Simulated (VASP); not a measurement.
# MgI2 in VASP: work function with PBE

Aim: the work function of MgI2 with PBE.

Everything below comes from runs of VASP 6.6.1. Logs are shortened: lines on timing, memory, paths and dates and some standing lists are left out, and cuts for length are marked.

## Step 1: The cell of the first run

The cell holds a slab with vacuum, 12 atoms: a = 4.154 Å, b = 8.021 Å, c = 25.138 Å, α = 90.00°, β = 90.00°, γ = 105.01°.

## Step 2: Work function, PBE (the (1 0 1) slab of MgI2, cut from the database cell, not relaxed)

The input, INCAR:

```
PREC = Accurate
ENCUT = 520
EDIFF = 1E-7
ISMEAR = 0
SIGMA = 0.05
LREAL = False
LASPH = True
NELM = 80
ALGO = Normal
ISIF = 2
LWAVE = False
LCHARG = True
LDIPOL = True
IDIPOL = 3
DIPOL = 0.5 0.5 0.500
GGA = PE
LELF = True
LVHAR = True
LVACPOTAV = True
```

The input, KPOINTS:

```
regular mesh
0
Gamma
  7 7 1
```

The input, POSCAR:

```
MgI2
1.0
    4.1537001214      0.0000000000      0.0000000000
   -2.0768500607      7.7477069204      0.0000000000
    0.0000000000      0.0000000000     25.1375606861
I Mg
8 4
Direct
    0.9767948070      0.9535896139      0.2983583051
    0.2387736306      0.4775472612      0.3214160341
    0.5845790258      0.1691580515      0.4251001920
    0.8465578494      0.6931156988      0.4481579210
    0.1923632446      0.3847264891      0.5518420790
    0.4543420682      0.9086841364      0.5748998080
    0.8001474634      0.6002949267      0.6785839659
    0.0621262869      0.1242525739      0.7016416949
    0.6077842188      0.2155684376      0.3098871696
    0.2155684376      0.4311368752      0.4366290565
    0.8233526564      0.6467053127      0.5633709435
    0.4311368752      0.8622737503      0.6901128304
```

Potentials or basis: VASP PAW PBE potentials, release 64 (I, Mg).

The run is started by

```
> cat potpaw_PBE.64/I/POTCAR potpaw_PBE.64/Mg/POTCAR > POTCAR
> mpirun -np 1 vasp_std > vasp.out
```

OUTCAR:

```text
PREC = Accurate
   ENCUT = 520
   EDIFF = 1E-7
   ISMEAR = 0
   LREAL = False
   LASPH = True
   NELM = 80
   ISIF = 2
   GGA = PE

 ion  position               nearest neighbor table
   1  0.977  0.954  0.298-   9 2.92   9 2.92
   2  0.239  0.478  0.321-  10 2.92   9 2.92   9 2.92
   3  0.585  0.169  0.425-   9 2.92  10 2.92  10 2.92
   4  0.847  0.693  0.448-  10 2.92  10 2.92  11 2.92
   5  0.192  0.385  0.552-  11 2.92  11 2.92  10 2.92
   6  0.454  0.909  0.575-  12 2.92  11 2.92  11 2.92
   7  0.800  0.600  0.679-  11 2.92  12 2.92  12 2.92
   8  0.062  0.124  0.702-  12 2.92  12 2.92
   9  0.608  0.216  0.310-   3 2.92   2 2.92   2 2.92   1 2.92   1 2.92
  10  0.216  0.431  0.437-   2 2.92   4 2.92   4 2.92   3 2.92   3 2.92   5 2.92
  11  0.823  0.647  0.563-   7 2.92   5 2.92   5 2.92   6 2.92   6 2.92   4 2.92
  12  0.431  0.862  0.690-   6 2.92   8 2.92   7 2.92   7 2.92   8 2.92

  LATTYP: Found a base centered orthorhombic cell.
 ALAT       =     4.1537001214
 B/A-ratio  =     3.7305085557
 C/A-ratio  =     6.0518477385

  Lattice vectors:

 A1 = (   2.0768500607,  -7.7477069204,   0.0000000000)
 A2 = (   2.0768500607,   7.7477069204,   0.0000000000)
 A3 = (   0.0000000000,   0.0000000000,  25.1375606861)

Analysis of symmetry for initial positions (statically):
=====================================================================
 Subroutine PRICEL returns:
 Original cell was already a primitive cell.

 Routine SETGRP: Setting up the symmetry group for a
 base centered orthorhombic supercell.

 Subroutine GETGRP returns: Found  4 space group operations
 (whereof  2 operations were pure point group operations)
 out of a pool of  8 trial point group operations.

The static configuration has the point symmetry C_1h.
 The point group associated with its full space group is C_2h.

Analysis of symmetry for dynamics (positions and initial velocities):
=====================================================================
 Subroutine PRICEL returns:
 Original cell was already a primitive cell.

 Routine SETGRP: Setting up the symmetry group for a
 base centered orthorhombic supercell.

 Subroutine GETGRP returns: Found  4 space group operations
 (whereof  2 operations were pure point group operations)
 out of a pool of  8 trial point group operations.

The dynamic configuration has the point symmetry C_1h.
 The point group associated with its full space group is C_2h.

 Subroutine INISYM returns: Found  4 space group operations
 (whereof  2 operations are pure point group operations),
 and found     1 'primitive' translations

----------------------------------------------------------------------------------------

                                     Primitive cell

  volume of cell :     808.9682

  direct lattice vectors                    reciprocal lattice vectors
     4.153700121  0.000000000  0.000000000     0.240749205  0.064535224  0.000000000
    -2.076850061  7.747706920  0.000000000     0.000000000  0.129070448  0.000000000
     0.000000000  0.000000000 25.137560686     0.000000000  0.000000000  0.039781107

  length of vectors
     4.153700121  8.021238601 25.137560686     0.249248821  0.129070448  0.039781107

  position of ions in fractional coordinates (direct lattice)
     0.976794807  0.953589614  0.298358305
     0.238773631  0.477547261  0.321416034
     0.584579026  0.169158051  0.425100192
     0.846557849  0.693115699  0.448157921
     0.192363245  0.384726489  0.551842079
     0.454342068  0.908684136  0.574899808
     0.800147463  0.600294927  0.678583966
     0.062126287  0.124252574  0.701641695
     0.607784219  0.215568438  0.309887170
     0.215568438  0.431136875  0.436629057
     0.823352656  0.646705313  0.563370943
     0.431136875  0.862273750  0.690112830

  ion indices of the primitive-cell ions
   primitive index   ion index
                 1           1
                 2           2
                 3           3
                 4           4
                 5           5
                 6           6
                 7           7
                 8           8
                 9           9
                10          10
                11          11
                12          12

----------------------------------------------------------------------------------------

 KPOINTS: regular mesh

Automatic generation of k-mesh.
 Grid dimensions read from file:
 generate k-points for:    7    7    1

 Generating k-lattice:

  Cartesian coordinates                     Fractional coordinates (reciprocal lattice)
     0.034392744  0.009219318  0.000000000     0.142857143  0.000000000  0.000000000
     0.000000000  0.018438635  0.000000000     0.000000000  0.142857143  0.000000000
     0.000000000  0.000000000  0.039781107     0.000000000  0.000000000  1.000000000

  Length of vectors
     0.035606974  0.018438635  0.039781107

  Shift w.r.t. Gamma in fractional coordinates (k-lattice)
     0.000000000  0.000000000  0.000000000

 Subroutine IBZKPT returns following result:
 ===========================================

 Found     16 irreducible k-points:

 Following reciprocal coordinates:
            Coordinates               Weight
  0.000000  0.000000  0.000000      1.000000
  0.142857 -0.000000  0.000000      4.000000
  0.285714  0.000000  0.000000      4.000000
  0.428571  0.000000  0.000000      4.000000
  0.000000  0.142857  0.000000      2.000000
  0.142857  0.142857  0.000000      4.000000
[... 8 lines left out ...]
  0.000000  0.428571  0.000000      2.000000
  0.142857  0.428571  0.000000      2.000000
   k-points           NKPTS =     16   k-points in BZ     NKDIM =     16   number of bands    NBANDS=     39
   number of dos      NEDOS =    301   number of ions     NIONS =     12
   total plane-waves  NPLWV = 368640
   dimension x,y,z NGX =    32 NGY =   60 NGZ =  192
   dimension x,y,z NGXF=    64 NGYF=  120 NGZF=  384
   ions per type =               8   4
   NGX,Y,Z   is equivalent  to a cutoff of  12.81, 12.44, 12.70 a.u.
   NGXF,Y,Z  is equivalent  to a cutoff of  25.62, 24.87, 25.40 a.u.
 SYSTEM =  unknown system
   PREC   = accura    normal or accurate (medium, high low for compatibility)
   ISTART =      0    job   : 0-new  1-cont  2-samecut
   ICHARG =      2    charge: 1-file 2-atom 10-const
   ISPIN  =      1    spin polarized calculation?
   LNONCOLLINEAR =      F non collinear calculations
   LSORBIT =      F    spin-orbit coupling
   LASPH  =      T    aspherical Exc in radial PAW
   ENCUT  =  520.0 eV  38.22 Ry    6.18 a.u.   7.72 14.91 46.74*2*pi/ulx,y,z
   NELM   =     80;   NELMIN=  2; NELMDL= -5     # of ELM steps
   EDIFF  = 0.1E-06   stopping-criterion for ELM
   LREAL  =      F    real-space projection
   EDIFFG = 0.1E-05   stopping-criterion for IOM
   NSW    =      0    number of steps for IOM
   IBRION =     -1    ionic relax: 0-MD 1-quasi-New 2-CG
   NFREE  =      0    steps in history (QN), initial steepest desc. (CG)
   ISIF   =      2    stress and relaxation
   ISYM   =      2    0-nonsym 1-usesym 2-fastsym
   POTIM  = 0.5000    time-step for ionic-motion
   TEBEG  =    0.0;   TEEND  =   0.0 temperature during run
   PSTRESS=    0.0 pullay stress
   NELECT =      64.0000    total number of electrons
   NUPDOWN=      -1.0000    fix difference up-down
   EMIN   =  10.00;   EMAX   =-10.00  energy-range for DOS
   EFERMI =   0.00;   METHOD = LEGACY
   ISMEAR =     0;   SIGMA  =   0.05  broadening in eV -4-tet -1-fermi 0-gaus
   EFERMI_NEDOS =   21; number of points for ismear=-14 and -15
   IALGO  =     38    algorithm
   IMIX   =      4    mixing-type and parameters
     AMIX     =   0.40;   BMIX     =  1.00
     AMIX_MAG =   1.60;   BMIX_MAG =  1.00
  volume/ion in A,a.u.               =      67.41       454.93
  Fermi-wavevector in a.u.,A,eV,Ry     =   0.702788  1.328077  6.720067  0.493911
  Thomas-Fermi vector in A             =   1.787582
   LORBIT       =      0    0 simple, 1 ext, 2 COOP (PROOUT), +10 PAW based schemes
   GGA     = PE    functional components
   LHFCALC =     F    Hartree Fock is set to
   AEXX    =    0.0000 exact exchange contribution
   IVDW    =     0    specifies the selected vdW correction
   LEPSILON=     F    determine dielectric tensor
   LRPA    =     F    only Hartree local field effects (RPA)
 non-spin polarized calculation
 Gauss-broadening in eV      SIGMA  =   0.05
  energy-cutoff  :      520.00
  volume of cell :      808.97
 maximum number of plane-waves:     21847
   NGX = 15   NGY = 29   NGZ = 93

 dipolmoment           0.000000      0.000000      0.000000 electrons x Angstroem

 number of electron      64.0000001 magnetization

 dipolmoment           0.000000      0.000000     -0.000000 electrons x Angstroem

 Free energy of the ion-electron system (eV)
  ---------------------------------------------------
  ext. energy  EPLUGINS =         0.00000000
  ---------------------------------------------------
  free energy    TOTEN  =       -29.99496177 eV

  energy without entropy =      -29.99496177  energy(sigma->0) =      -29.99496177

 E-fermi :  -1.4544     XC(G=0):  -4.6221

 val. band max:       -1.7041576921   @ k =   0.0000   0.4286   0.0000
 cond. band min:       1.4569080035   @ k =   0.0000   0.0000   0.0000
 fundamental gap:      3.1610656956
 Fermi energy:        -1.4544269090

 k-point     1 :       0.0000    0.0000    0.0000
  band No.  band energies     occupation
      1     -13.7487      2.00000
      2     -13.6222      2.00000
      3     -13.3466      2.00000
      4     -13.0474      2.00000
      5     -12.9945      2.00000
      6     -12.9740      2.00000
[... 31 lines left out ...]
     38       3.4205      0.00000
     39       3.5677      0.00000
[... 628 lines left out ...]
     38       3.7484      0.00000
     39       3.9601      0.00000

------------------------ aborting loop because EDIFF is reached ----------------------------------------

  FORCE on cell =-STRESS in cart. coord.  units (eV):
  Direction    XX          YY          ZZ          XY          YZ          ZX
  --------------------------------------------------------------------------------------
  -------------------------------------------------------------------------------------
  Total       -0.3738430     -0.1629762      3.1020810      0.0000000     -0.6479846      0.0000000
  in kB       -0.7404034     -0.3227775      6.1437321      0.0000000     -1.2833461      0.0000000
  external PRESSURE =       1.6935170 kB  Pullay stress =       0.0000000 kB

 VOLUME and BASIS-vectors are now :
 -----------------------------------------------------------------------------
  energy-cutoff  :      520.00
  volume of cell :      808.97
      direct lattice vectors                 reciprocal lattice vectors
     4.153700121  0.000000000  0.000000000     0.240749205  0.064535224  0.000000000
    -2.076850061  7.747706920  0.000000000     0.000000000  0.129070448  0.000000000
     0.000000000  0.000000000 25.137560686     0.000000000  0.000000000  0.039781107

 POSITION                                       TOTAL-FORCE (eV/Angst)
 -----------------------------------------------------------------------------------
      2.07685      7.38813      7.50000        -0.000000      0.624074     -0.383393
      0.00000      3.69990      8.07962        -0.000000      0.015674     -0.501064
      2.07685      1.31059     10.68598        -0.000000      0.082947      0.032106
      2.07685      5.37006     11.26560         0.000000      0.007172     -0.073574
      0.00000      2.98075     13.87196        -0.000000     -0.007172      0.073574
      0.00000      7.04022     14.45158         0.000000     -0.082947     -0.032106
      2.07685      4.65091     17.05795         0.000000     -0.015674      0.501064
     -0.00000      0.96267     17.63756         0.000000     -0.624074      0.383393
      2.07685      1.67016      7.78981         0.000000     -0.620334      0.510068
      0.00000      3.34032     10.97579        -0.000000     -0.068430      0.146804
      2.07685      5.01048     14.16177         0.000000      0.068430     -0.146804
      0.00000      6.68064     17.34775        -0.000000      0.620334     -0.510068
 -----------------------------------------------------------------------------------
    total drift:                                0.000000     -0.000000     -0.000012

  FREE ENERGIE OF THE ION-ELECTRON SYSTEM (eV)
  ---------------------------------------------------
  free  energy   TOTEN  =       -29.9949617662 eV

  energy  without entropy=      -29.9949617662  energy(sigma->0) =      -29.99496177

 vacuum level on the upper side and lower side of the slab         4.138         4.138
```

It took 12 min on 1 thread of Intel Xeon 6975P-C (Granite Rapids), shared host; peak memory 0.95 GiB.

What came out:

```
Free energy                            : -29.9950 eV
Largest force                          : 0.803 eV/Å
Band gap on the k mesh                 : 3.16 eV, indirect (least direct gap 3.17 eV)
Ionisation potential of the upper face : 5.84 eV
```

Forces on the atoms (eV/Å):
```
I    0.000  0.624 -0.383
I    0.000  0.016 -0.501
I    0.000  0.083  0.032
I    0.000  0.007 -0.074
I    0.000 -0.007  0.074
I    0.000 -0.083 -0.032
I    0.000 -0.016  0.501
I    0.000 -0.624  0.383
Mg   0.000 -0.620  0.510
Mg   0.000 -0.068  0.147
Mg   0.000  0.068 -0.147
Mg   0.000  0.620 -0.510
```

Caveat: spin-orbit coupling is left out, which moves the levels of the heavy elements.
